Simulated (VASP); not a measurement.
# A VASP 6.6.1 single-point calculation on CaSe

INCAR

```
LWAVE = .FALSE.
NBANDS = 15
IBRION = -1
METAGGA = RSCAN
SIGMA = 0.02
NELM = 59
NSW = 0
LASPH = .TRUE.
NELECT = 16.5
ISIF = 2
LCHARG = .FALSE.
ISMEAR = -1
LREAL = .FALSE.
PREC = Accurate
EDIFF = 1E-7
ENCUT = 520
```

KPOINTS

```
KPOINTS created by Atomic Simulation Environment
0
Gamma
6 6 6
0 0 0
```

POSCAR

```
Ca Se
 1.0000000000000000
     0.0000000000000000    3.4107438220000001    3.4107438220000001
     3.4107438220000001    0.0000000000000000    3.4107438220000001
     3.4107438220000001    3.4107438220000001    0.0000000000000000
 Ca  Se
   1   1
Cartesian
  0.0000000000000000  0.0000000000000000  0.0000000000000000
  1.7053719110000001  1.7053719110000001  1.7053719110000001
```

The recommended PBE PAW datasets give the neutral cell 16 valence electrons.

Command

```
mpirun -np 1 vasp_std
```

OSZICAR

```
N       E                     dE             d eps       ncg     rms          rms(c)
DAV:   1     0.793951370301E+02    0.79395E+02   -0.72868E+03   480   0.964E+02
DAV:   2    -0.344631226104E+02   -0.11386E+03   -0.10837E+03   599   0.234E+02
DAV:   3    -0.403129648197E+02   -0.58498E+01   -0.57756E+01   744   0.510E+01
DAV:   4    -0.406640803859E+02   -0.35112E+00   -0.35101E+00   605   0.103E+01
DAV:   5    -0.406662688308E+02   -0.21884E-02   -0.21884E-02   665   0.940E-01    0.399E+00
DAV:   6    -0.372076685283E+02    0.34586E+01   -0.17406E+00   662   0.901E+00    0.276E+00
DAV:   7    -0.372014007137E+02    0.62678E-02   -0.34165E-01   634   0.311E+00    0.121E+00
DAV:   8    -0.372146699972E+02   -0.13269E-01   -0.18332E-02   738   0.106E+00    0.370E-01
DAV:   9    -0.372162127399E+02   -0.15427E-02   -0.29888E-03   627   0.486E-01    0.138E-01
DAV:  10    -0.372163087610E+02   -0.96021E-04   -0.24347E-04   749   0.966E-02    0.417E-02
DAV:  11    -0.372164076861E+02   -0.98925E-04   -0.11259E-04   522   0.816E-02    0.255E-02
DAV:  12    -0.372164182442E+02   -0.10558E-04   -0.59200E-06   662   0.219E-02    0.162E-03
DAV:  13    -0.372164185177E+02   -0.27357E-06   -0.58137E-07   543   0.533E-03    0.221E-03
DAV:  14    -0.372164175041E+02    0.10137E-05   -0.67008E-08   443   0.208E-03    0.260E-04
DAV:  15    -0.372164176943E+02   -0.19028E-06   -0.13622E-08   296   0.798E-04    0.134E-04
DAV:  16    -0.372164177322E+02   -0.37840E-07   -0.41133E-09   289   0.591E-04
   1 F= -.37216418E+02 E0= -.37215978E+02  d E =-.878624E-03
```

From OUTCAR

```
k-points           NKPTS =     16   k-points in BZ     NKDIM =     16   number of bands    NBANDS=     15

   NELECT =      16.5000    total number of electrons

   dimension x,y,z NGX =    36 NGY =   36 NGZ =   36
   dimension x,y,z NGXF=    72 NGYF=   72 NGZF=   72

  energy-cutoff  :      520.00
  volume of cell :       79.36
      direct lattice vectors                 reciprocal lattice vectors
     0.000000000  3.410743822  3.410743822    -0.146595589  0.146595589  0.146595589
     3.410743822  0.000000000  3.410743822     0.146595589 -0.146595589  0.146595589
     3.410743822  3.410743822  0.000000000     0.146595589  0.146595589 -0.146595589

 k-points in reciprocal lattice and weights: KPOINTS created by Atomic Simulation Env
   0.00000000  0.00000000  0.00000000       0.005
   0.16666667  0.00000000  0.00000000       0.037
   0.33333333  0.00000000  0.00000000       0.037
   0.50000000  0.00000000  0.00000000       0.019
   0.16666667  0.16666667  0.00000000       0.028
   0.33333333  0.16666667  0.00000000       0.111
   0.50000000  0.16666667  0.00000000       0.111
  -0.33333333  0.16666667  0.00000000       0.111
   ...

 E-fermi :   2.6937

 k-point     1 :       0.0000    0.0000    0.0000
  band No.  band energies     occupation
      1     -42.0121      2.00000
      2     -22.1641      2.00000
      3     -22.1625      2.00000
      4     -22.1624      2.00000
      5     -11.9192      2.00000
      6      -1.3416      2.00000
      7      -1.3416      2.00000
      8      -1.3416      2.00000
      9       1.6880      2.00000
     10       4.4874      0.00000
     11       4.4874      0.00000
     12       6.1734      0.00000
     13       6.1737      0.00000
     14       6.1744      0.00000
     15       7.7877      0.00000

 k-point     2 :       0.1667    0.0000    0.0000
  band No.  band energies     occupation
      1     -42.0118      2.00000
      2     -22.1705      2.00000
      3     -22.1639      2.00000
      4     -22.1633      2.00000
      5     -11.8702      2.00000
      6      -1.7429      2.00000
      7      -1.3282      2.00000
      8      -1.3281      2.00000
      9       2.4295      2.00000
     10       4.3627      0.00000
     11       4.3628      0.00000
     12       5.7652      0.00000
     13       6.1691      0.00000
     14       6.1696      0.00000
     15       7.0629      0.00000

 k-point     3 :       0.3333    0.0000    0.0000
  band No.  band energies     occupation
      1     -42.0114      2.00000
      2     -22.1843      2.00000
      3     -22.1657      2.00000
      4     -22.1650      2.00000
      5     -11.7711      2.00000
      6      -2.2692      2.00000
      7      -1.3058      2.00000
      8      -1.3057      2.00000
      9       3.5500      0.00000
     10       4.3560      0.00000
     11       4.3563      0.00000
     12       4.9307      0.00000
     13       5.7255      0.00000
     14       5.7260      0.00000
     15       6.7151      0.00000

 ...

  Total        0.8258241      0.8258241      0.8258241      0.0000000      0.0000000     -0.0000000
  in kB       16.6732713     16.6732713     16.6732713      0.0000000      0.0000000     -0.0000000
  external PRESSURE =      16.6732713 kB  Pullay stress =       0.0000000 kB

 POSITION                                       TOTAL-FORCE (eV/Angst)
 -----------------------------------------------------------------------------------
      0.00000      0.00000      0.00000        -0.000000     -0.000000     -0.000000
      1.70537      1.70537      1.70537         0.000000      0.000000      0.000000
 -----------------------------------------------------------------------------------
    total drift:                                0.000000      0.000000      0.000000

  FREE ENERGIE OF THE ION-ELECTRON SYSTEM (eV)
  ---------------------------------------------------
  free  energy   TOTEN  =       -37.2164177322 eV

  energy  without entropy=      -37.2155391080  energy(sigma->0) =      -37.21597842
```

It converged. Results: pressure 1.7 GPa.

The cell is charged and sits in a uniform background.

For comparison, a separate PBE run of the intended cell, on usual settings and not on those above, gives a gap of 2.85 eV on its mesh and a pressure of -2.7 GPa.

The run above took about 66 s on one core of a shared host (Intel Xeon Platinum 8488C) and held 0.22 GiB at most.
